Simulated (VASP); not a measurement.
# HfN (P6_3/mmc) in VASP: notebook

Runs on HfN. Level: PBE. Tasks: single point.

Program: VASP 6.6.1. These are calculated values, not measurements. Logs are shortened: lines on timing, memory, paths and dates and some standing lists are left out, and cuts for length are marked.

## 1. Starting point

It takes space group P6_3/mmc (No. 194, hexagonal). Conventional cell: a = 3.134 Å, b = 3.134 Å, c = 5.417 Å, α = 90.00°, β = 90.00°, γ = 120.00°. Hf (site symmetry -6m2) has 6 N at 2.26 Å as nearest neighbours. N (site symmetry -3m) has 6 Hf at 2.26 Å as nearest neighbours.

The cell comes from a database or a generator and needn't be the stable form of this composition.

## 2. Single point, PBE

INCAR reads:

```
  ADDGRID = F
  ALGO = Normal
  EDIFF = 1E-6
  ENCUT = 460
  GGA = PE
  ISIF = 2
  ISMEAR = 0
  LASPH = F
  LCHARG = F
  LREAL = F
  LWAVE = F
  NELM = 100
  PREC = Accurate
  SIGMA = 0.05
```

KPOINTS reads:

```
k-points
0
Gamma
  5 5 3
```

POSCAR reads:

```
HfN
1.0
    3.1339080219      0.0000000000      0.0000000000
   -1.5669540110      2.7140439601      0.0000000000
    0.0000000000      0.0000000000      5.4167677200
Hf N
2 2
Direct
    0.3333333333      0.6666666667      0.2500000000
    0.6666666667      0.3333333333      0.7500000000
    0.0000000000      0.0000000000      0.5000000000
    0.0000000000      0.0000000000      0.0000000000
```

Potentials or basis: VASP PAW PBE potentials, release 64 (Hf_pv, N).

Started as:

```sh
$ cat potpaw_PBE.64/Hf_pv/POTCAR potpaw_PBE.64/N/POTCAR > POTCAR
$ mpirun -np 1 vasp_std > vasp.out
```

OUTCAR:

```text
EDIFF = 1E-6
   ENCUT = 460
   GGA = PE
   ISIF = 2
   ISMEAR = 0
   LASPH = F
   LREAL = F
   NELM = 100
   PREC = Accurate

 Found     10 irreducible k-points:

 Following reciprocal coordinates:
            Coordinates               Weight
  0.000000  0.000000  0.000000      1.000000
  0.200000 -0.000000  0.000000      6.000000
  0.400000  0.000000  0.000000      6.000000
  0.200000  0.200000  0.000000      6.000000
  0.400000  0.200000  0.000000      6.000000
  0.000000  0.000000  0.333333      2.000000
   k-points           NKPTS =     10   k-points in BZ     NKDIM =     10   number of bands    NBANDS=     19
   number of dos      NEDOS =    301   number of ions     NIONS =      4
   total plane-waves  NPLWV =  23040
   dimension x,y,z NGX =    24 NGY =   24 NGZ =   40
   dimension x,y,z NGXF=    48 NGYF=   48 NGZF=   80
   ions per type =               2   2
   NGX,Y,Z   is equivalent  to a cutoff of  12.73, 12.73, 12.28 a.u.
   NGXF,Y,Z  is equivalent  to a cutoff of  25.46, 25.46, 24.55 a.u.
 SYSTEM =  unknown system
   PREC   = accura    normal or accurate (medium, high low for compatibility)
   ISTART =      0    job   : 0-new  1-cont  2-samecut
   ICHARG =      2    charge: 1-file 2-atom 10-const
   ISPIN  =      1    spin polarized calculation?
   LNONCOLLINEAR =      F non collinear calculations
   LSORBIT =      F    spin-orbit coupling
   LASPH  =      F    aspherical Exc in radial PAW
   ENCUT  =  460.0 eV  33.81 Ry    5.81 a.u.   5.48  5.48  9.47*2*pi/ulx,y,z
   NELM   =    100;   NELMIN=  2; NELMDL= -5     # of ELM steps
   EDIFF  = 0.1E-05   stopping-criterion for ELM
   LREAL  =      F    real-space projection
   EDIFFG = 0.1E-04   stopping-criterion for IOM
   NSW    =      0    number of steps for IOM
   IBRION =     -1    ionic relax: 0-MD 1-quasi-New 2-CG
   NFREE  =      0    steps in history (QN), initial steepest desc. (CG)
   ISIF   =      2    stress and relaxation
   ISYM   =      2    0-nonsym 1-usesym 2-fastsym
   POTIM  = 0.5000    time-step for ionic-motion
   TEBEG  =    0.0;   TEEND  =   0.0 temperature during run
   PSTRESS=    0.0 pullay stress
   NELECT =      30.0000    total number of electrons
   NUPDOWN=      -1.0000    fix difference up-down
   EMIN   =  10.00;   EMAX   =-10.00  energy-range for DOS
   EFERMI =   0.00;   METHOD = LEGACY
   ISMEAR =     0;   SIGMA  =   0.05  broadening in eV -4-tet -1-fermi 0-gaus
   EFERMI_NEDOS =   21; number of points for ismear=-14 and -15
   IALGO  =     38    algorithm
   IMIX   =      4    mixing-type and parameters
     AMIX     =   0.40;   BMIX     =  1.00
     AMIX_MAG =   1.60;   BMIX_MAG =  1.00
  volume/ion in A,a.u.               =      11.52        77.73
  Fermi-wavevector in a.u.,A,eV,Ry     =   1.418951  2.681429 27.394278  2.013423
  Thomas-Fermi vector in A             =   2.540023
   LORBIT       =      0    0 simple, 1 ext, 2 COOP (PROOUT), +10 PAW based schemes
   GGA     = PE    functional components
   LHFCALC =     F    Hartree Fock is set to
   AEXX    =    0.0000 exact exchange contribution
   IVDW    =     0    specifies the selected vdW correction
   LEPSILON=     F    determine dielectric tensor
   LRPA    =     F    only Hartree local field effects (RPA)
 non-spin polarized calculation
 Gauss-broadening in eV      SIGMA  =   0.05
  energy-cutoff  :      460.00
  volume of cell :       46.07
 maximum number of plane-waves:      1057
 NGX is ok and might be reduce to    24
   NGX = 11   NGY = 11   NGZ = 19

 number of electron      30.0000001 magnetization

 Free energy of the ion-electron system (eV)
  ---------------------------------------------------
  ext. energy  EPLUGINS =         0.00000000
  ---------------------------------------------------
  free energy    TOTEN  =       -43.45337707 eV

  energy without entropy =      -43.45017274  energy(sigma->0) =      -43.45177490

 E-fermi :   8.3673     XC(G=0): -12.7437

 val. band max:        7.4246733005   @ k =   0.4000   0.2000   0.3333
 cond. band min:       8.4056665664   @ k =   0.4000   0.0000   0.3333
 fundamental gap:      0.9809932659
 Fermi energy:         8.3672900840

 k-point     1 :       0.0000    0.0000    0.0000
  band No.  band energies     occupation
      1     -23.7865      2.00000
      2     -22.9291      2.00000
      3     -22.8239      2.00000
      4     -22.8239      2.00000
      5     -22.7633      2.00000
      6     -22.7633      2.00000
[... 11 lines left out ...]
     18       8.9804      0.00000
     19       9.8063      0.00000

 k-point     2 :       0.2000   -0.0000    0.0000
  band No.  band energies     occupation
      1     -23.6530      2.00000
      2     -23.1375      2.00000
      3     -23.0426      2.00000
      4     -22.9452      2.00000
      5     -22.9126      2.00000
      6     -22.7995      2.00000
[... 11 lines left out ...]
     18      11.0260      0.00000
     19      11.0978      0.00000

 k-point     3 :       0.4000    0.0000    0.0000
  band No.  band energies     occupation
      1     -23.6268      2.00000
      2     -23.4443      2.00000
      3     -23.3784      2.00000
      4     -23.0378      2.00000
      5     -23.0246      2.00000
      6     -22.8727      2.00000
[... 11 lines left out ...]
     18      11.5719      0.00000
     19      12.4677      0.00000

 k-point     4 :       0.2000    0.2000    0.0000
  band No.  band energies     occupation
      1     -23.4450      2.00000
      2     -23.4436      2.00000
      3     -23.3455      2.00000
      4     -23.0395      2.00000
      5     -22.9956      2.00000
      6     -22.9636      2.00000
[... 11 lines left out ...]
     18      12.0960      0.00000
     19      12.2227      0.00000

 k-point     5 :       0.4000    0.2000    0.0000
  band No.  band energies     occupation
      1     -23.6235      2.00000
      2     -23.4208      2.00000
      3     -23.2488      2.00000
      4     -23.2164      2.00000
      5     -23.0922      2.00000
      6     -23.0729      2.00000
[... 11 lines left out ...]
     18      11.8950      0.00000
     19      12.4599      0.00000

 k-point     6 :       0.0000    0.0000    0.3333
  band No.  band energies     occupation
      1     -23.5866      2.00000
      2     -23.1590      2.00000
      3     -22.8087      2.00000
      4     -22.8087      2.00000
      5     -22.7785      2.00000
      6     -22.7785      2.00000
[... 11 lines left out ...]
     18      10.0543      0.00000
     19      10.1025      0.00000

 [... further k-points ...]

------------------------ aborting loop because EDIFF is reached ----------------------------------------

  FORCE on cell =-STRESS in cart. coord.  units (eV):
  Direction    XX          YY          ZZ          XY          YZ          ZX
  --------------------------------------------------------------------------------------
  -------------------------------------------------------------------------------------
  Total        0.9709931      0.9709931      0.7490308     -0.0000000      0.0000000      0.0000000
  in kB       33.7662925     33.7662925     26.0475518     -0.0000000      0.0000000      0.0000000
  external PRESSURE =      31.1933789 kB  Pullay stress =       0.0000000 kB

 VOLUME and BASIS-vectors are now :
 -----------------------------------------------------------------------------
  energy-cutoff  :      460.00
  volume of cell :       46.07
      direct lattice vectors                 reciprocal lattice vectors
     3.133908022  0.000000000  0.000000000     0.319090411  0.184226935  0.000000000
    -1.566954011  2.714043960  0.000000000     0.000000000  0.368453870  0.000000000
     0.000000000  0.000000000  5.416767720     0.000000000  0.000000000  0.184611940

 POSITION                                       TOTAL-FORCE (eV/Angst)
 -----------------------------------------------------------------------------------
     -0.00000      1.80936      1.35419         0.000000     -0.000000      0.000000
      1.56695      0.90468      4.06258        -0.000000      0.000000      0.000000
      0.00000      0.00000      2.70838        -0.000000      0.000000      0.000000
      0.00000      0.00000      0.00000        -0.000000      0.000000      0.000000
 -----------------------------------------------------------------------------------
    total drift:                                0.000000     -0.000000      0.000000

  FREE ENERGIE OF THE ION-ELECTRON SYSTEM (eV)
  ---------------------------------------------------
  free  energy   TOTEN  =       -43.4533770681 eV

  energy  without entropy=      -43.4501727394  energy(sigma->0) =      -43.45177490
```

It used 6.8 s of CPU time on 1 thread of Intel(R) Xeon(R) Platinum 8488C (Sapphire Rapids) (shared host), which was overloaded at the time.

The run converged, but some of its settings lie outside the range that counts as converged, so its numbers aren't taken as properties of the crystal.

What came out:

```
Free energy            : -43.4534 eV
Pressure               : 3.1 GPa
Band gap on the k mesh : none (metal or under the smearing width)
```

Caveat: the k mesh is coarse (spacing up to 0.46 Å⁻¹), so the values aren't converged; the cutoff is under 1.25 times the usual one of these potentials, so pressure, stress and relaxed cells hold a basis-set (Pulay) error.

## 3. Single point, PBE

INCAR reads:

```
  ADDGRID = F
  ALGO = Normal
  EDIFF = 1E-4
  ENCUT = 460
  GGA = PE
  ISIF = 2
  ISMEAR = 0
  LASPH = T
  LCHARG = F
  LREAL = Auto
  LWAVE = F
  NELM = 100
  PREC = Normal
  SIGMA = 0.05
```

KPOINTS is that of step 2.

POSCAR is that of step 2.

Potentials or basis: VASP PAW PBE potentials, release 64 (Hf_pv, N).

Started as:

```sh
$ cat potpaw_PBE.64/Hf_pv/POTCAR potpaw_PBE.64/N/POTCAR > POTCAR
$ mpirun -np 1 vasp_std > vasp.out
```

It used 5.2 s of CPU time on 1 thread of Intel(R) Xeon(R) Platinum 8488C (Sapphire Rapids), on a shared host, which was overloaded at the time.

The run converged, but some of its settings lie outside the range that counts as converged, so its numbers aren't taken as properties of the crystal.

What came out:

- Free energy: -43.4573 eV
- Pressure: 3.1 GPa
- Band gap on the k mesh: none (metal or under the smearing width)

Caveat: the k mesh is coarse (spacing up to 0.46 Å⁻¹), so the values aren't converged; the cutoff is under 1.25 times the usual one of these potentials, so pressure, stress and relaxed cells hold a basis-set (Pulay) error.

## 4. Single point, PBE

INCAR reads:

```
  ADDGRID = F
  ALGO = Normal
  EDIFF = 1E-6
  ENCUT = 400
  GGA = PE
  ISIF = 2
  ISMEAR = 0
  LASPH = T
  LCHARG = F
  LREAL = F
  LWAVE = F
  NELM = 100
  PREC = Accurate
  SIGMA = 0.05
```

KPOINTS reads:

```
k-points
0
Gamma
  6 6 3
```

POSCAR is that of step 3.

Started as:

```sh
$ cat potpaw_PBE.64/Hf_pv/POTCAR potpaw_PBE.64/N/POTCAR > POTCAR
$ mpirun -np 1 vasp_std > vasp.out
```

It used 6.5 s of CPU time on 1 thread of Intel(R) Xeon(R) Platinum 8488C (Sapphire Rapids), on a shared host, which was overloaded at the time.

These settings aren't checked as converged: the numbers below hold their error.

What came out:

* Free energy: -43.4084 eV
* Band gap on the k mesh: none (metal or under the smearing width)

Caveat: the k mesh is coarse (spacing up to 0.39 Å⁻¹), so the values aren't converged; the cutoff is under 1.25 times the usual one of these potentials, so pressure, stress and relaxed cells hold a basis-set (Pulay) error.

## 5. Single point, PBE

INCAR, as its differences from that of step 4:

```diff
@@ -3,3 +3,3 @@
   EDIFF = 1E-6
-  ENCUT = 400
+  ENCUT = 520
   GGA = PE
```

KPOINTS reads:

```
k-points
0
Gamma
  5 5 3
```

POSCAR is that of step 4.

Started as:

```sh
$ cat potpaw_PBE.64/Hf_pv/POTCAR potpaw_PBE.64/N/POTCAR > POTCAR
$ mpirun -np 1 vasp_std > vasp.out
```

It took 13 s on 1 thread of Intel Xeon Platinum 8488C (Sapphire Rapids), shared host; peak memory 0.15 GiB.

These settings aren't checked as converged: the numbers below hold their error.

What came out:

| Item | Value |
| --- | --- |
| Free energy | -43.4490 eV |
| Pressure | 3.6 GPa |
| Band gap on the k mesh | none (metal or under the smearing width) |

Caveat: the k mesh is coarse (spacing up to 0.46 Å⁻¹), so the values aren't converged.
